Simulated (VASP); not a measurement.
# Pt (Fm-3m) in VASP: notebook, part 2 of 2

VASP 6.6.1. The steps go on from the part before.

**4. Vibrations by finite differences, PBE**

This run uses another cell than the first one, of 15.65 Å³/atom, 1.038 times its volume.

The input, INCAR:

```
ALGO = Normal
EDIFF = 1E-8
ENCUT = 520
GGA = PE
IBRION = 6
ISIF = 3
ISMEAR = 0
LASPH = True
LCHARG = False
LREAL = False
LWAVE = False
NBANDS = 11
NELM = 60
NFREE = 2
NSW = 1
POTIM = 0.015
PREC = Accurate
SIGMA = 0.3
```

The input, KPOINTS:

```
k-points
0
Gamma
  18 18 18
```

The input, POSCAR:

```
Pt                                      
1.0
    0.0000000000      1.9851963869      1.9851963869
    1.9851963869      0.0000000000      1.9851963869
    1.9851963869      1.9851963869      0.0000000000
  Pt            
     1
Direct
     0.0000000000000000    0.0000000000000000    0.0000000000000000
```

Potentials or basis: VASP PAW PBE potentials, release 64 (Pt).

Run with:

```
> cat potpaw_PBE.64/Pt/POTCAR > POTCAR
> mpirun -np 1 vasp_std > vasp.out
```

OUTCAR:

```text
EDIFF = 1E-8
   ENCUT = 520
   GGA = PE
   IBRION = 6
   ISIF = 3
   ISMEAR = 0
   LASPH = True
   LREAL = False
   NELM = 60
   NFREE = 2
   NSW = 1
   POTIM = 0.015
   PREC = Accurate

 ion  position               nearest neighbor table
   1  0.000  0.000  0.000-

  LATTYP: Found a face centered cubic cell.
 ALAT       =     3.9703927738

  Lattice vectors:

 A1 = (   0.0000000000,   1.9851963869,   1.9851963869)
 A2 = (   1.9851963869,   0.0000000000,   1.9851963869)
 A3 = (   1.9851963869,   1.9851963869,   0.0000000000)

Analysis of symmetry for initial positions (statically):
=====================================================================
 Subroutine PRICEL returns:
 Original cell was already a primitive cell.

 Routine SETGRP: Setting up the symmetry group for a
 face centered cubic supercell.

 Subroutine GETGRP returns: Found 48 space group operations
 (whereof 48 operations were pure point group operations)
 out of a pool of 48 trial point group operations.

The static configuration has the point symmetry O_h .

Analysis of symmetry for dynamics (positions and initial velocities):
=====================================================================
 Subroutine PRICEL returns:
 Original cell was already a primitive cell.

 Routine SETGRP: Setting up the symmetry group for a
 face centered cubic supercell.

[... 690 lines left out ...]
  --------------------------------------------------------------------------------------
  -------------------------------------------------------------------------------------
  Total       -0.0009013     -0.0009013     -0.0009013      0.0000000      0.0000000      0.0000000
  in kB       -0.0922900     -0.0922900     -0.0922900      0.0000000      0.0000000      0.0000000
  external PRESSURE =      -0.0922900 kB  Pullay stress =       0.0000000 kB
[... 16 lines left out ...]
  FREE ENERGIE OF THE ION-ELECTRON SYSTEM (eV)
  ---------------------------------------------------
  free  energy   TOTEN  =        -6.1391520212 eV

  energy  without entropy=       -6.0596199725  energy(sigma->0) =       -6.09938600

 INTERNAL STRAIN TENSORS FROM STRAINED CELLS
 ============================================

 INTERNAL STRAIN TENSOR FOR ION    1 for displacements in x,y,z  (eV/Angst):
          X           Y           Z          XY          YZ          ZX
  --------------------------------------------------------------------------------
  x    -0.00000     0.00000     0.00000     0.00000     0.00000     0.00000
  y     0.00000    -0.00000     0.00000     0.00000    -0.00000    -0.00000
  z    -0.00000     0.00000     0.00000     0.00000    -0.00000     0.00000

 INTERNAL STRAIN TENSORS FROM DISPLACED ATOMS
 ============================================

 INTERNAL STRAIN TENSOR FOR ION    1 for displacements in x,y,z  (eV/Angst):
          X           Y           Z          XY          YZ          ZX
  --------------------------------------------------------------------------------
  x     0.00000     0.00000     0.00000     0.00000     0.00000     0.00000
  y     0.00000     0.00000     0.00000     0.00000     0.00000     0.00000
  z     0.00000     0.00000     0.00000     0.00000     0.00000     0.00000

 Eigenvectors and eigenvalues of the dynamical matrix
 ----------------------------------------------------

   1 f  =    0.000000 THz     0.000000 2PiTHz    0.000000 cm-1     0.000000 meV
             X         Y         Z           dx          dy          dz
      0.000000  0.000000  0.000000     0.818962   -0.573848    0.000000

   2 f  =    0.000000 THz     0.000000 2PiTHz    0.000000 cm-1     0.000000 meV
             X         Y         Z           dx          dy          dz
      0.000000  0.000000  0.000000    -0.573848   -0.818962    0.000000

   3 f  =    0.000000 THz     0.000000 2PiTHz    0.000000 cm-1     0.000000 meV
             X         Y         Z           dx          dy          dz
      0.000000  0.000000  0.000000     0.000000    0.000000    1.000000

--------------------------------------------------------------------------------------------------------

 ELASTIC MODULI CONTR FROM IONIC RELAXATION (kBar)
 Direction    XX          YY          ZZ          XY          YZ          ZX
 --------------------------------------------------------------------------------
 XX           0.0000      0.0000      0.0000      0.0000      0.0000      0.0000
 YY           0.0000      0.0000      0.0000      0.0000      0.0000      0.0000
 ZZ           0.0000      0.0000      0.0000      0.0000      0.0000      0.0000
 XY           0.0000      0.0000      0.0000      0.0000      0.0000      0.0000
 YZ           0.0000      0.0000      0.0000      0.0000      0.0000      0.0000
 ZX           0.0000      0.0000      0.0000      0.0000      0.0000      0.0000
 --------------------------------------------------------------------------------

 TOTAL ELASTIC MODULI (kBar)
 Direction    XX          YY          ZZ          XY          YZ          ZX
 --------------------------------------------------------------------------------
 XX        3083.3687   2157.3321   2157.3321      0.0000      0.0000      0.0000
 YY        2157.3321   3083.3687   2157.3321      0.0000      0.0000     -0.0000
 ZZ        2157.3321   2157.3321   3083.3687     -0.0000      0.0000      0.0000
 XY           0.0000      0.0000     -0.0000    767.8654     -0.0000      0.0000
 YZ           0.0000      0.0000      0.0000     -0.0000    767.8654      0.0000
 ZX           0.0000     -0.0000      0.0000      0.0000      0.0000    767.8654
 --------------------------------------------------------------------------------
```

It took 15 min on 1 thread of AMD EPYC 9R45 (Zen 5), shared host; peak memory 0.54 GiB.

Results:

```
Elastic constants C11, C12, C44 : 308, 216, 77 GPa
Voigt bulk modulus              : 247 GPa
```

Elastic tensor in Voigt notation (GPa, in the Cartesian axes of the cell as first typed):
```
308 216 216   0   0   0
216 308 216   0   0   0
216 216 308   0   0   0
  0   0   0  77   0   0
  0   0   0   0  77   0
  0   0   0   0   0  77
```

Clamped-ion elastic tensor (GPa):
```
308 216 216   0   0   0
216 308 216   0   0   0
216 216 308   0   0   0
  0   0   0  77   0   0
  0   0   0   0  77   0
  0   0   0   0   0  77
```

Caveat: elastic constants of metals need much finer meshes, so these are rough. Spin-orbit coupling is left out, which matters for the levels of Pt.
